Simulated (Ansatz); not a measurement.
Results of G0W0@PBEsol (plane waves, hard PAW, contour deformation; Ansatz, a quantum-chemistry and plane-wave program) for α-phase Li₃N.

The same calculation (at the measured cell, 11.163 Å³/atom) with different numerical settings; throughout: response cutoff 100 eV, empty bands 186:

```tsv
run	k mesh	quasiparticle gap on the mesh (eV)	quasiparticle gap at Γ (eV)	rough time
1	6×6×4	1.672	1.890	4 core-min
2	9×9×6	1.682	1.899	40 core-min
3	12×12×8	1.680	1.897	3 core-h
```

In the column quasiparticle gap on the mesh (eV) the first row differs from the last by -0.008 and the next to last by +0.002.

The last row is no converged limit: other settings stay fixed.
